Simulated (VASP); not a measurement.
# MgO (Periclase) (Fm-3m) in VASP: a series of runs

One crystal, MgO (Periclase), is run at these levels: PBE, PBEsol; tasks: relaxation of cell and atoms.

Everything below comes from runs of VASP 6.6.1. Logs are shortened: lines on timing, memory, paths and dates and some standing lists are left out, and cuts for length are marked.

### 1 The crystal as given

It takes space group Fm-3m (No. 225, cubic). The conventional cell has a = 4.084 Å, b = 4.084 Å, c = 4.084 Å, α = 90.00°, β = 90.00°, γ = 90.00°. Mg (site symmetry m-3m) has 6 O at 2.04 Å as nearest neighbours. O (site symmetry m-3m) has 6 Mg at 2.04 Å as nearest neighbours.

### 2 Relaxation of cell and atoms, PBE, target pressure 22.6 GPa, at which the enthalpy is minimised

INCAR

```
PREC = Accurate
ENCUT = 600
EDIFF = 1E-7
ISMEAR = 0
SIGMA = 0.03
LREAL = F
LASPH = T
NELM = 80
ALGO = Normal
ISIF = 3
LWAVE = F
LCHARG = F
GGA = PE
IBRION = 2
NSW = 90
EDIFFG = -0.005
PSTRESS = 226.0
```

KPOINTS

```
regular mesh
0
Gamma
  12 12 12
```

POSCAR

```
MgO                                     
1.0
    0.0000000000      2.0418968511      2.0418968511
    2.0418968511      0.0000000000      2.0418968511
    2.0418968511      2.0418968511      0.0000000000
  Mg              O             
     1     1
Direct
     0.0000000000000000    0.0000000000000000    1.0000000000000000
     0.5000000000000000    0.5000000000000000    0.5000000000000000
```

Potentials or basis: VASP PAW PBE potentials, release 64 (Mg, O).

On the command line:

```bash
$ cat potpaw_PBE.64/Mg/POTCAR potpaw_PBE.64/O/POTCAR > POTCAR
$ mpirun -np 1 vasp_std > vasp.out
```

OUTCAR:

```text
PREC = Accurate
   ENCUT = 600
   EDIFF = 1E-7
   ISMEAR = 0
   LREAL = F
   LASPH = T
   NELM = 80
   ISIF = 3
   GGA = PE
   IBRION = 2
   NSW = 90
   EDIFFG = -0.005
   PSTRESS = 226.0

 ion  position               nearest neighbor table
   1  0.000  0.000  0.000-   2 2.04   2 2.04   2 2.04   2 2.04   2 2.04   2 2.04
   2  0.500  0.500  0.500-   1 2.04   1 2.04   1 2.04   1 2.04   1 2.04   1 2.04

  LATTYP: Found a face centered cubic cell.
 ALAT       =     4.0837937022

  Lattice vectors:

 A1 = (   0.0000000000,   2.0418968511,   2.0418968511)
 A2 = (   2.0418968511,   0.0000000000,   2.0418968511)
 A3 = (   2.0418968511,   2.0418968511,   0.0000000000)

Analysis of symmetry for initial positions (statically):
=====================================================================
 Subroutine PRICEL returns:
 Original cell was already a primitive cell.

 Routine SETGRP: Setting up the symmetry group for a
 face centered cubic supercell.

 Subroutine GETGRP returns: Found 48 space group operations
 (whereof 48 operations were pure point group operations)
 out of a pool of 48 trial point group operations.

The static configuration has the point symmetry O_h .

Analysis of symmetry for dynamics (positions and initial velocities):
=====================================================================
 Subroutine PRICEL returns:
 Original cell was already a primitive cell.

 Routine SETGRP: Setting up the symmetry group for a
 face centered cubic supercell.

 Subroutine GETGRP returns: Found 48 space group operations
 (whereof 48 operations were pure point group operations)
 out of a pool of 48 trial point group operations.

The dynamic configuration has the point symmetry O_h .

 Subroutine INISYM returns: Found 48 space group operations
 (whereof 48 operations are pure point group operations),
 and found     1 'primitive' translations

----------------------------------------------------------------------------------------

                                     Primitive cell

  volume of cell :      17.0267

[... 149 lines left out ...]

 VOLUME and BASIS-vectors are now :
 -----------------------------------------------------------------------------
  energy-cutoff  :      600.00
  volume of cell :       17.03
      direct lattice vectors                 reciprocal lattice vectors
     0.000000000  2.041896851  2.041896851    -0.244870352  0.244870352  0.244870352
     2.041896851  0.000000000  2.041896851     0.244870352 -0.244870352  0.244870352
     2.041896851  2.041896851  0.000000000     0.244870352  0.244870352 -0.244870352

 POSITION                                       TOTAL-FORCE (eV/Angst)
 -----------------------------------------------------------------------------------
      0.00000      0.00000      0.00000         0.000000      0.000000     -0.000000
      2.04190      2.04190      2.04190        -0.000000     -0.000000      0.000000
 -----------------------------------------------------------------------------------
    total drift:                               -0.000000     -0.000000      0.000000

  FREE ENERGIE OF THE ION-ELECTRON SYSTEM (eV)
  ---------------------------------------------------
  free  energy   TOTEN  =       -11.7763131441 eV

  energy  without entropy=      -11.7763131441  energy(sigma->0) =      -11.77631314

  enthalpy is  TOTEN    =        -9.3745551185 eV   P V=        2.4017580256

--------------------------------------- Ionic step        2  -------------------------------------------

 number of electron       7.9999997 magnetization

 Free energy of the ion-electron system (eV)
  ---------------------------------------------------
  ext. energy  EPLUGINS =         0.00000000
  ---------------------------------------------------
  free energy    TOTEN  =       -11.77454582 eV

  energy without entropy =      -11.77454582  energy(sigma->0) =      -11.77454582

 E-fermi :   4.1607     XC(G=0): -11.5300

 val. band max:        3.9241600732   @ k =   0.0000   0.0000   0.0000
 cond. band min:       9.6173341164   @ k =   0.0000   0.0000   0.0000
 fundamental gap:      5.6931740433
 Fermi energy:         4.1607251504

 k-point     1 :       0.0000    0.0000    0.0000
  band No.  band energies     occupation
      1     -13.8463      2.00000
      2       3.9242      2.00000
      3       3.9242      2.00000
      4       3.9242      2.00000
      5       9.6173      0.00000
      6      20.2527      0.00000
      7      20.2527      0.00000
      8      20.2527      0.00000
[... 243 lines left out ...]
 k-point    24 :      -0.4167    0.1667    0.0000
  band No.  band energies     occupation
      1     -12.2125      2.00000
      2      -0.6832      2.00000
      3       2.1600      2.00000
      4       3.0224      2.00000
      5      13.6436      0.00000
      6      17.2395      0.00000
      7      19.1682      0.00000
      8      21.9675      0.00000

 [... further k-points ...]

------------------------ aborting loop because EDIFF is reached ----------------------------------------

  FORCE on cell =-STRESS in cart. coord.  units (eV):
  Direction    XX          YY          ZZ          XY          YZ          ZX
  --------------------------------------------------------------------------------------
  -------------------------------------------------------------------------------------
  Total        2.4095706      2.4095706      2.4095706      0.0000000      0.0000000      0.0000000
  in kB      226.9020813    226.9020813    226.9020813      0.0000000      0.0000000      0.0000000
  external PRESSURE =       0.9020813 kB  Pullay stress =     226.0000000 kB

 VOLUME and BASIS-vectors are now :
 -----------------------------------------------------------------------------
  energy-cutoff  :      600.00
  volume of cell :       17.01
      direct lattice vectors                 reciprocal lattice vectors
     0.000000000  2.041395978  2.041395978    -0.244930433  0.244930433  0.244930433
     2.041395978  0.000000000  2.041395978     0.244930433 -0.244930433  0.244930433
     2.041395978  2.041395978 -0.000000000     0.244930433  0.244930433 -0.244930433

 POSITION                                       TOTAL-FORCE (eV/Angst)
 -----------------------------------------------------------------------------------
      2.04140      0.00000      2.04140        -0.000000     -0.000000      0.000000
      2.04140      2.04140      2.04140         0.000000      0.000000     -0.000000
 -----------------------------------------------------------------------------------
    total drift:                               -0.000000     -0.000000      0.000000

  FREE ENERGIE OF THE ION-ELECTRON SYSTEM (eV)
  ---------------------------------------------------
  free  energy   TOTEN  =       -11.7745458233 eV

  energy  without entropy=      -11.7745458233  energy(sigma->0) =      -11.77454582

  enthalpy is  TOTEN    =        -9.3745548025 eV   P V=        2.3999910208

 reached required accuracy - stopping structural energy minimisation
```

OSZICAR:

```text
N       E                     dE             d eps       ncg     rms          rms(c)
DAV:   1     0.183272861057E+02    0.18327E+02   -0.54347E+03  1328   0.102E+03
DAV:   2    -0.129793888816E+02   -0.31307E+02   -0.30503E+02  1424   0.160E+02
DAV:   3    -0.133672830433E+02   -0.38789E+00   -0.38789E+00  1496   0.200E+01
DAV:   4    -0.133678760722E+02   -0.59303E-03   -0.59303E-03  1600   0.713E-01
DAV:   5    -0.133678762859E+02   -0.21372E-06   -0.21372E-06  1480   0.102E-02    0.734E+00
DAV:   6    -0.117936404314E+02    0.15742E+01   -0.94184E+00  1152   0.225E+01    0.215E+00
DAV:   7    -0.117810780049E+02    0.12562E-01   -0.30734E-02  1296   0.230E+00    0.130E+00
DAV:   8    -0.117762226993E+02    0.48553E-02   -0.19433E-02  1184   0.218E+00    0.123E-01
DAV:   9    -0.117762242811E+02   -0.15818E-05   -0.26347E-04  1648   0.142E-01    0.606E-02
DAV:  10    -0.117763131600E+02   -0.88879E-04   -0.92397E-05  1184   0.107E-01    0.479E-03
DAV:  11    -0.117763131441E+02    0.15888E-07   -0.45850E-07  1744   0.852E-03
   1 F= -.93745551E+01 E0= -.93745551E+01  d E =-.937456E+01
       N       E                     dE             d eps       ncg     rms          rms(c)
DAV:   1    -0.117745730160E+02    0.17401E-02   -0.60348E-04  1200   0.258E-01    0.394E-02
DAV:   2    -0.117745462592E+02    0.26757E-04   -0.17488E-04  1160   0.101E-01    0.422E-03
DAV:   3    -0.117745458570E+02    0.40220E-06   -0.10698E-06  1320   0.139E-02    0.237E-03
DAV:   4    -0.117745458233E+02    0.33675E-07   -0.12819E-07   640   0.409E-03
   2 F= -.93745548E+01 E0= -.93745548E+01  d E =0.316028E-06
```

Run time: 9.2 s. Hardware: 1 thread of Intel Xeon Platinum 8559C (Emerald Rapids), shared host; peak memory 0.14 GiB.

What came out:

```yaml
Free_energy: -11.7745 eV
Relaxed_volume: 8.51 Å³/atom
Relaxed_cell: a = 2.887 Å, b = 2.887 Å, c = 2.887 Å, α = 60.00°, β = 60.00°, γ = 60.00°
Space_group_after_relaxing_to_0.05_Å: Fm-3m (No. 225)
Energy_change_on_relaxing_the_enthalpy_is_what_falls: +0.9 meV/atom
Ionic_steps: 2
Pressure_after_relaxing: 22.7 GPa
Band_gap_on_the_k_mesh: 5.69 eV, direct
```

Step by step:
```csv
step,energy change (eV),largest force (eV/Å),pressure (GPa),volume (Å³)
1,0.0000,0.0000,22.50,17.03
2,0.0018,0.0000,22.69,17.01
```

Final structure:
```
Mg O
1.0
     0.00000    2.04140    2.04140
     2.04140    0.00000    2.04140
     2.04140    2.04140    0.00000
Mg O
1 1
Direct
  0.00000 0.00000 0.00000
  0.50000 0.50000 0.50000
```

Caveat: the cell is relaxed towards a set pressure, so the enthalpy falls and the energy may rise.

### 3 Relaxation of cell and atoms, PBEsol, target pressure 22.6 GPa, at which the enthalpy is minimised

This run uses another cell than the first one, of 9.37 Å³/atom, 1.101 times its volume.

INCAR

```
PREC = Accurate
ENCUT = 600
EDIFF = 1E-6
ISMEAR = 0
SIGMA = 0.03
LREAL = F
LASPH = T
NELM = 80
ALGO = Normal
ISIF = 3
LWAVE = F
LCHARG = F
GGA = PS
IBRION = 2
NSW = 90
EDIFFG = -0.01
PSTRESS = 226.0
```

KPOINTS

```
Automatic mesh
0
Gamma
  12 12 12
```

POSCAR

```
MgO
1.0
    0.0000000000      2.1085000000      2.1085000000
    2.1085000000      0.0000000000      2.1085000000
    2.1085000000      2.1085000000      0.0000000000
Mg O
1 1
Direct
    0.0000000000      0.0000000000      0.0000000000
    0.5000000000      0.5000000000      0.5000000000
```

Potentials or basis: VASP PAW PBE potentials, release 64 (Mg, O).

On the command line:

```bash
$ cat potpaw_PBE.64/Mg/POTCAR potpaw_PBE.64/O/POTCAR > POTCAR
$ mpirun -np 1 vasp_std > vasp.out
```

It took 23 s on 1 thread of Intel Xeon Platinum 8488C (Sapphire Rapids), shared host; peak memory 0.15 GiB.

It converged, with:

```yaml
Free_energy: -12.3901 eV
Relaxed_volume: 8.33 Å³/atom
Relaxed_cell: a = 2.867 Å, b = 2.867 Å, c = 2.867 Å, α = 60.00°, β = 60.00°, γ = 60.00°
Space_group_after_relaxing_to_0.05_Å: Fm-3m (No. 225)
Energy_change_on_relaxing_the_enthalpy_is_what_falls: +62.6 meV/atom
Ionic_steps: 6
Pressure_after_relaxing: 22.6 GPa
Band_gap_on_the_k_mesh: 5.83 eV, direct
```

Step by step:
```
step  energy change (eV)  largest force (eV/Å)  pressure (GPa)  volume (Å³)
   1              0.0000                0.0000           -1.04        18.75
   2              0.4361                0.0000           49.25        15.24
   3              0.1222                0.0000           22.28        16.68
   4              0.1278                0.0000           22.88        16.65
   5              0.1233                0.0000           22.38        16.68
   6              0.1252                0.0000           22.62        16.66
```

Final structure:
```cif
data_structure
_symmetry_space_group_name_H-M 'P 1'
_symmetry_Int_Tables_number 1
_cell_length_a 2.8670
_cell_length_b 2.8670
_cell_length_c 2.8670
_cell_angle_alpha 60.000
_cell_angle_beta 60.000
_cell_angle_gamma 60.000
_cell_volume 16.66
loop_
_atom_site_label
_atom_site_type_symbol
_atom_site_fract_x
_atom_site_fract_y
_atom_site_fract_z
_atom_site_occupancy
Mg1 Mg 0.00000 0.00000 0.00000 1
O1 O 0.50000 0.50000 0.50000 1
```

Levels at points of the mesh, in eV from the valence-band top:
| k point | band 1 | band 2 | band 3 | band 4 | band 5 | band 6 | band 7 | band 8 |
| --- | --- | --- | --- | --- | --- | --- | --- | --- |
| (0.00, 0.00, 0.00) | -17.84 | 0.00 | 0.00 | 0.00 | 5.83 | 16.26 | 16.26 | 16.26 |
| (0.50, 0.00, 0.00) | -16.21 | -5.22 | -0.81 | -0.81 | 8.49 | 13.82 | 17.38 | 17.38 |
| (0.50, 0.50, 0.00) | -15.90 | -4.64 | -1.53 | -1.53 | 9.02 | 11.17 | 14.23 | 20.65 |

Caveat: the cell is relaxed towards a set pressure, so the enthalpy falls and the energy may rise; the PAW data sets were made with another functional, which shifts forces and pressure a little.

### 4 Relaxation of cell and atoms, PBEsol, target pressure 22.6 GPa, at which the enthalpy is minimised

This run uses another cell than the first one, of 8.33 Å³/atom, 0.979 times its volume.

INCAR: that of step 3 with these lines changed.

```diff
@@ -2,3 +2,3 @@
 ENCUT = 600
-EDIFF = 1E-6
+EDIFF = 1E-7
 ISMEAR = 0
@@ -15,3 +15,3 @@
 NSW = 90
-EDIFFG = -0.01
+EDIFFG = -0.005
 PSTRESS = 226.0
```

KPOINTS is that of step 3.

POSCAR

```
MgO                                     
1.0
    0.0000000000      2.0272452164      2.0272452164
    2.0272452164     -0.0000000000      2.0272452164
    2.0272452164      2.0272452164      0.0000000000
  Mg              O             
     1     1
Direct
     0.0000000000000000    0.0000000000000000    0.0000000000000000
     0.5000000000000000    0.5000000000000000    0.5000000000000000
```

On the command line:

```bash
$ cat potpaw_PBE.64/Mg/POTCAR potpaw_PBE.64/O/POTCAR > POTCAR
$ mpirun -np 1 vasp_std > vasp.out
```

It took 8.1 s on 1 thread of Intel Xeon Platinum 8488C (Sapphire Rapids), shared host; peak memory 0.14 GiB.

It converged, with:

- Free energy: -12.3841 eV
- Pressure after relaxing: 22.7 GPa
- Band gap on the k mesh: 5.82 eV, direct

Final structure:
```cif
data_structure
_symmetry_space_group_name_H-M 'P 1'
_symmetry_Int_Tables_number 1
_cell_length_a 2.8670
_cell_length_b 2.8670
_cell_length_c 2.8670
_cell_angle_alpha 60.000
_cell_angle_beta 60.000
_cell_angle_gamma 60.000
_cell_volume 16.66
loop_
_atom_site_label
_atom_site_type_symbol
_atom_site_fract_x
_atom_site_fract_y
_atom_site_fract_z
_atom_site_occupancy
Mg1 Mg 0.00000 0.00000 0.00000 1
O1 O 0.50000 0.50000 0.50000 1
```

Levels at points of the mesh, in eV from the valence-band top:
```csv
k point,band 1,band 2,band 3,band 4,band 5,band 6,band 7,band 8
"(0.00, 0.00, 0.00)",-17.84,0.00,0.00,0.00,5.82,16.26,16.26,16.26
"(0.50, 0.00, 0.00)",-16.21,-5.22,-0.81,-0.81,8.49,13.82,17.38,17.38
"(0.50, 0.50, 0.00)",-15.91,-4.64,-1.53,-1.53,9.02,11.17,14.23,20.65
```

Caveat: the relaxation stopped at its first step, so nothing moved; the cell is relaxed towards a set pressure, so the enthalpy falls and the energy may rise; the PAW data sets were made with another functional, which shifts forces and pressure a little. As with any semilocal functional, this PBEsol gap is likely too small.
